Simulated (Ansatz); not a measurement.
Crystal: InSe.

```
In Se
1.0
     4.04733    0.00000    0.00000
    -2.02366    3.50509    0.00000
     0.00000    0.00000   18.05206
In Se
4 4
Cartesian
  0.0000 2.3367 1.3971
  0.0000 2.3367 16.6550
  0.0000 0.0000 7.6289
  0.0000 0.0000 10.4231
  0.0000 2.3367 6.3721
  0.0000 2.3367 11.6800
  2.0237 1.1684 2.6537
  2.0237 1.1684 15.3984
```

Measurements of this composition are mostly on another form, of space group No. 160.

Base run:

* Program: Ansatz 0.2.0
* Functional: PBE
* Potentials or basis: Ansatz PAW
* Cutoff: 420 eV (not typed: the program's choice for these potentials)
* k mesh: 8 × 8 × 2
* Occupations: gaussian, width 0.014 eV
* Spin: no spin polarisation

Its results: band gap on the k mesh 0.73 eV, direct; pressure 1.4 GPa; largest force 0.239 eV/Å.

Task: The run is repeated on the same cell with these changes: functional from PBE to r2SCAN; cutoff from 420 eV (not typed: the program's choice for these potentials) to 500 eV (not typed: the program's choice for these potentials); occupations from gaussian, width 0.014 eV to fermi-dirac, width 0.05 eV. What comes out?

Result: Band gap on the k mesh 1.14 eV, direct; pressure -0.1 GPa; largest force 0.029 eV/Å.

Caveats: spin-orbit coupling is left out, which moves the levels of the heavy elements; this functional lacks dispersion, which binds the layers, so the pressure and a relaxed spacing across them are unreliable (some runs); the PAW data sets come from PBE, with cores solved anew for the run's functional, which leaves a small shift of forces and pressure (some runs).
